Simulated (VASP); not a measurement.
# GaP (F-43m) in VASP: a series of runs, part 2 of 2

VASP 6.6.1.

**3. Band structure, PBE**

Input file POSCAR:

```
GaP
1.0
    0.0000000000      2.7252500000      2.7252500000
    2.7252500000      0.0000000000      2.7252500000
    2.7252500000      2.7252500000      0.0000000000
Ga P
1 1
Direct
    0.0000000000      0.0000000000      0.0000000000
    0.7500000000      0.7500000000      0.7500000000
```

Input file INCAR.step1:

```
  ALGO = Normal
  EDIFF = 1E-6
  ENCUT = 500
  GGA = PE
  ISIF = 2
  ISMEAR = -1
  LASPH = T
  LCHARG = T
  LREAL = F
  LWAVE = F
  NELM = 100
  PREC = Accurate
  SIGMA = 0.05
```

Input file KPOINTS.step1:

```
k-points
0
Gamma
  8 8 8
```

Input file INCAR.step2:

```
  ALGO = Normal
  EDIFF = 1E-6
  ENCUT = 500
  GGA = PE
  ICHARG = 11
  ISIF = 2
  ISMEAR = 0
  LASPH = T
  LCHARG = F
  LREAL = F
  LWAVE = F
  NELM = 100
  PREC = Accurate
  SIGMA = 0.05
```

Input file KPOINTS.step2:

```
path GXWKGLUWLK,UX
10
line-mode
reciprocal
 0.0000000000  0.0000000000  0.0000000000  G
 0.5000000000  0.0000000000  0.5000000000  X

 0.5000000000  0.0000000000  0.5000000000  X
 0.5000000000  0.2500000000  0.7500000000  W

 0.5000000000  0.2500000000  0.7500000000  W
 0.3750000000  0.3750000000  0.7500000000  K

 0.3750000000  0.3750000000  0.7500000000  K
 0.0000000000  0.0000000000  0.0000000000  G

 0.0000000000  0.0000000000  0.0000000000  G
 0.5000000000  0.5000000000  0.5000000000  L

 0.5000000000  0.5000000000  0.5000000000  L
 0.6250000000  0.2500000000  0.6250000000  U

 0.6250000000  0.2500000000  0.6250000000  U
 0.5000000000  0.2500000000  0.7500000000  W

 0.5000000000  0.2500000000  0.7500000000  W
 0.5000000000  0.5000000000  0.5000000000  L

 0.5000000000  0.5000000000  0.5000000000  L
 0.3750000000  0.3750000000  0.7500000000  K

 0.6250000000  0.2500000000  0.6250000000  U
 0.5000000000  0.0000000000  0.5000000000  X
```

Potentials or basis: VASP PAW PBE potentials, release 64 (Ga, P).

The run is started by

```console
> cat potpaw_PBE.64/Ga/POTCAR potpaw_PBE.64/P/POTCAR > POTCAR
> cp INCAR.step1 INCAR
> cp KPOINTS.step1 KPOINTS
> mpirun -np 1 vasp_std > vasp.out
> cp INCAR.step2 INCAR
> cp KPOINTS.step2 KPOINTS
> mpirun -np 1 vasp_std > vasp.out
```

OUTCAR:

```text
EDIFF = 1E-6
   ENCUT = 500
   GGA = PE
   ICHARG = 11
   ISIF = 2
   ISMEAR = 0
   LASPH = T
   LREAL = F
   NELM = 100
   PREC = Accurate

 ion  position               nearest neighbor table
   1  0.000  0.000  0.000-   2 2.36   2 2.36   2 2.36   2 2.36
   2  0.750  0.750  0.750-   1 2.36   1 2.36   1 2.36   1 2.36

  LATTYP: Found a face centered cubic cell.
 ALAT       =     5.4505000000

  Lattice vectors:

[... 435 lines left out ...]
      1      -6.2864      2.00000
      2      -3.1505      2.00000
      3      -0.4049      2.00000
      4       0.2712      2.00000
      5       7.1384      0.00000
      6       8.2561      0.00000
      7       9.9076      0.00000
      8      10.2488      0.00000

 [... further k-points ...]
[... 5 lines left out ...]
  --------------------------------------------------------------------------------------
  -------------------------------------------------------------------------------------
  Total        0.8128721      0.8128721      0.8128721     -0.0000000      0.0000000      0.0000000
  in kB       32.1724216     32.1724216     32.1724216     -0.0000000      0.0000000      0.0000000
  external PRESSURE =      32.1724216 kB  Pullay stress =       0.0000000 kB

 VOLUME and BASIS-vectors are now :
 -----------------------------------------------------------------------------
  energy-cutoff  :      500.00
  volume of cell :       40.48
      direct lattice vectors                 reciprocal lattice vectors
     0.000000000  2.725250000  2.725250000    -0.183469406  0.183469406  0.183469406
     2.725250000  0.000000000  2.725250000     0.183469406 -0.183469406  0.183469406
     2.725250000  2.725250000  0.000000000     0.183469406  0.183469406 -0.183469406

 POSITION                                       TOTAL-FORCE (eV/Angst)
 -----------------------------------------------------------------------------------
      0.00000      0.00000      0.00000        -0.000000     -0.000000     -0.000000
      4.08788      4.08788      4.08788         0.000000      0.000000      0.000000
 -----------------------------------------------------------------------------------
    total drift:                               -0.000000     -0.000000     -0.000000

  FREE ENERGIE OF THE ION-ELECTRON SYSTEM (eV)
  ---------------------------------------------------
  free  energy   TOTEN  =        -9.2955139144 eV

  energy  without entropy=       -9.2955139144  energy(sigma->0) =       -9.29551391
```

OSZICAR.step1:

```text
N       E                     dE             d eps       ncg     rms          rms(c)
DAV:   1     0.163757977298E+02    0.16376E+02   -0.35598E+03   464   0.830E+02
DAV:   2    -0.886160735995E+01   -0.25237E+02   -0.24031E+02   704   0.101E+02
DAV:   3    -0.936744251422E+01   -0.50584E+00   -0.50584E+00   576   0.182E+01
DAV:   4    -0.936926949429E+01   -0.18270E-02   -0.18270E-02   752   0.115E+00
DAV:   5    -0.936927110781E+01   -0.16135E-05   -0.16134E-05   584   0.285E-02    0.509E+00
DAV:   6    -0.913044134766E+01    0.23883E+00   -0.52293E-01   520   0.338E+00    0.317E+00
DAV:   7    -0.908417376791E+01    0.46268E-01   -0.17924E-01   608   0.222E+00    0.122E+00
DAV:   8    -0.908244330929E+01    0.17305E-02   -0.13189E-02   560   0.720E-01    0.121E-01
DAV:   9    -0.908260325241E+01   -0.15994E-03   -0.38879E-04   696   0.156E-01    0.781E-02
DAV:  10    -0.908277047604E+01   -0.16722E-03   -0.25268E-04   568   0.118E-01    0.187E-02
DAV:  11    -0.908277016849E+01    0.30755E-06   -0.16398E-05   664   0.208E-02    0.578E-03
DAV:  12    -0.908277118240E+01   -0.10139E-05   -0.19418E-06   528   0.113E-02    0.159E-03
DAV:  13    -0.908277135431E+01   -0.17191E-06   -0.66049E-08   280   0.157E-03
   1 F= -.90827714E+01 E0= -.90827714E+01  d E =-.235972E-08
```

Run time: 23 s. Hardware: 1 thread of Intel Xeon Platinum 8488C (Sapphire Rapids), shared host; peak memory 0.17 GiB.

Results:

```yaml
Band_gap_on_the_k_mesh: 1.67 eV, indirect (least direct gap 1.89 eV)
Band_gap_along_the_path: 1.62 eV, indirect (least direct gap 1.89 eV)
```

Levels at the corners of the path, in eV from the valence-band top:
```
point  band 1  band 2  band 3  band 4  band 5  band 6  band 7  band 8
    Γ  -12.46    0.00    0.00    0.00    1.89    3.94    3.94    3.94
    X   -9.65   -6.71   -2.66   -2.66    1.67    1.86   10.65   10.85
    X   -9.65   -6.71   -2.66   -2.66    1.67    1.86   10.65   10.67
    W   -9.58   -6.49   -3.58   -3.39    4.73    4.92    6.15    6.20
    W   -9.58   -6.49   -3.58   -3.39    4.73    4.92    6.15    6.20
    K   -9.70   -6.49   -3.93   -2.24    2.22    4.84    8.29    8.31
    K   -9.70   -6.49   -3.93   -2.24    2.22    4.84    8.29    8.31
    Γ  -12.46    0.00    0.00    0.00    1.89    3.94    3.94    3.94
    Γ  -12.46    0.00    0.00    0.00    1.89    3.94    3.94    3.94
    L  -10.53   -6.59   -1.11   -1.11    1.73    4.76    4.76    8.30
    L  -10.53   -6.59   -1.11   -1.11    1.73    4.76    4.76    8.30
    U   -9.70   -6.49   -3.93   -2.24    2.22    4.84    8.29    8.31
    U   -9.70   -6.49   -3.93   -2.24    2.22    4.84    8.29    8.31
    W   -9.58   -6.49   -3.58   -3.39    4.73    4.92    6.15    6.20
    W   -9.58   -6.49   -3.58   -3.39    4.73    4.92    6.15    6.20
    L  -10.53   -6.59   -1.11   -1.11    1.73    4.76    4.76    8.30
    L  -10.53   -6.59   -1.11   -1.11    1.73    4.76    4.76    8.30
    K   -9.70   -6.49   -3.93   -2.24    2.22    4.84    8.29    8.31
    U   -9.70   -6.49   -3.93   -2.24    2.22    4.84    8.29    8.31
    X   -9.65   -6.71   -2.66   -2.66    1.67    1.86   10.65   10.78
```

Caveat: the log is that of the step along the path at fixed density, whose energy, stress, charges and moments have no meaning.

**4. Band structure, PBE**

Input file INCAR:

```
  ALGO = Fast
  EDIFF = 1E-7
  ENCUT = 520
  GGA = PE
  ISIF = 2
  ISMEAR = -1
  LASPH = T
  LCHARG = F
  LREAL = F
  LWAVE = F
  NELM = 60
  PREC = Accurate
  SIGMA = 0.05
```

Input file KPOINTS:

```
k-points
0
Gamma
  8 8 8
```

POSCAR is that of step 3.

Input file KPOINTS_OPT:

```
path GXWKGLUWLK,UX
20
line-mode
reciprocal
 0.0000000000  0.0000000000  0.0000000000  G
 0.5000000000  0.0000000000  0.5000000000  X

 0.5000000000  0.0000000000  0.5000000000  X
 0.5000000000  0.2500000000  0.7500000000  W

 0.5000000000  0.2500000000  0.7500000000  W
 0.3750000000  0.3750000000  0.7500000000  K

 0.3750000000  0.3750000000  0.7500000000  K
 0.0000000000  0.0000000000  0.0000000000  G

 0.0000000000  0.0000000000  0.0000000000  G
 0.5000000000  0.5000000000  0.5000000000  L

 0.5000000000  0.5000000000  0.5000000000  L
 0.6250000000  0.2500000000  0.6250000000  U

 0.6250000000  0.2500000000  0.6250000000  U
 0.5000000000  0.2500000000  0.7500000000  W

 0.5000000000  0.2500000000  0.7500000000  W
 0.5000000000  0.5000000000  0.5000000000  L

 0.5000000000  0.5000000000  0.5000000000  L
 0.3750000000  0.3750000000  0.7500000000  K

 0.6250000000  0.2500000000  0.6250000000  U
 0.5000000000  0.0000000000  0.5000000000  X
```

Potentials or basis: VASP PAW PBE potentials, release 64 (Ga_d, P).

The run is started by

```console
> cat potpaw_PBE.64/Ga_d/POTCAR potpaw_PBE.64/P/POTCAR > POTCAR
> mpirun -np 1 vasp_std > vasp.out
```

Run time: 64 s. Hardware: 1 thread of Intel Xeon Platinum 8488C (Sapphire Rapids), shared host; peak memory 0.17 GiB.

Results (log left out):

* Free energy: -9.1161 eV
* Pressure: 2.5 GPa
* Band gap on the k mesh: 1.64 eV, indirect (least direct gap 1.83 eV)
* Band gap along the path: 1.59 eV, indirect (least direct gap 1.83 eV)

Levels at the corners of the path, in eV from the valence-band top:
| point | band 6 | band 7 | band 8 | band 9 | band 10 | band 11 | band 12 | band 13 |
| --- | --- | --- | --- | --- | --- | --- | --- | --- |
| Γ | -12.49 | 0.00 | 0.00 | 0.00 | 1.83 | 3.89 | 3.89 | 3.89 |
| X | -9.53 | -6.75 | -2.68 | -2.68 | 1.65 | 1.82 | 10.60 | 10.60 |
| X | -9.53 | -6.75 | -2.68 | -2.68 | 1.65 | 1.82 | 10.60 | 10.62 |
| W | -9.43 | -6.55 | -3.57 | -3.42 | 4.71 | 4.87 | 6.11 | 6.16 |
| W | -9.43 | -6.55 | -3.57 | -3.42 | 4.71 | 4.87 | 6.11 | 6.16 |
| K | -9.56 | -6.54 | -3.93 | -2.25 | 2.19 | 4.80 | 8.25 | 8.27 |
| K | -9.56 | -6.54 | -3.93 | -2.25 | 2.19 | 4.80 | 8.25 | 8.27 |
| Γ | -12.49 | 0.00 | 0.00 | 0.00 | 1.83 | 3.89 | 3.89 | 3.89 |
| Γ | -12.49 | 0.00 | 0.00 | 0.00 | 1.83 | 3.89 | 3.89 | 3.89 |
| L | -10.43 | -6.63 | -1.12 | -1.12 | 1.67 | 4.72 | 4.72 | 8.29 |
| L | -10.43 | -6.63 | -1.12 | -1.12 | 1.67 | 4.72 | 4.72 | 8.29 |
| U | -9.56 | -6.54 | -3.93 | -2.25 | 2.19 | 4.80 | 8.25 | 8.27 |
| U | -9.56 | -6.54 | -3.93 | -2.25 | 2.19 | 4.80 | 8.25 | 8.27 |
| W | -9.43 | -6.55 | -3.57 | -3.42 | 4.71 | 4.87 | 6.11 | 6.16 |
| W | -9.43 | -6.55 | -3.57 | -3.42 | 4.71 | 4.87 | 6.11 | 6.16 |
| L | -10.43 | -6.63 | -1.12 | -1.12 | 1.67 | 4.72 | 4.72 | 8.29 |
| L | -10.43 | -6.63 | -1.12 | -1.12 | 1.67 | 4.72 | 4.72 | 8.29 |
| K | -9.56 | -6.54 | -3.93 | -2.25 | 2.19 | 4.80 | 8.25 | 8.27 |
| U | -9.56 | -6.54 | -3.93 | -2.25 | 2.19 | 4.80 | 8.25 | 8.27 |
| X | -9.53 | -6.75 | -2.68 | -2.68 | 1.65 | 1.82 | 10.60 | 10.60 |

**5. The runs side by side**

```tsv
level	potentials or basis	k mesh	cutoff (eV)	grid for exact exchange (PRECFOCK)	further INCAR settings	mesh quality	gap on the mesh (eV)	pressure (GPa)
HSE03	VASP PAW PBE potentials, release 64 (Ga_d, P)	4 × 4 × 4	520	Fast	ALGO = Normal; EDIFF = 1e-06	coarse	2.13	1.3
PBE	VASP PAW PBE potentials, release 64 (Ga, P)	8 × 8 × 8	500	-	ALGO = Normal; EDIFF = 1e-06	not flagged	1.67	-
PBE	VASP PAW PBE potentials, release 64 (Ga_d, P)	8 × 8 × 8	520	-	ALGO = Fast; EDIFF = 1e-07	not flagged	1.64	2.5
```

Alike in all rows: task band structure; no spin polarisation; cell as given; smearing fermi-dirac 0.05 eV.

Caveats: some runs use coarse meshes; the PAW data sets were made with another functional, which shifts forces and pressure a little (some runs).

Absolute energies hang on the potentials; compare differences alone.

**6. Comparison with measurements**

Step 3. Measured gap of GaP: 2.34 eV (indirect; 10 K; quoted in “Stacking defects in GaP nanowires: Electronic structure and optical properties”, 2018, arxiv:1810.01194). This calculation gives 1.62 eV (-0.72 eV). Spin-orbit coupling on Ga is left out. The value is that of PBE, without temperature or zero-point motion. Semilocal functionals fall short of measured gaps as a rule.

Step 4. Measured gap of GaP: 2.34 eV (indirect; 10 K; quoted in “Stacking defects in GaP nanowires: Electronic structure and optical properties”, 2018, arxiv:1810.01194). This calculation gives 1.59 eV (-0.75 eV). Spin-orbit coupling on Ga is left out. The value is that of PBE, without temperature or zero-point motion. Semilocal functionals fall short of measured gaps as a rule.
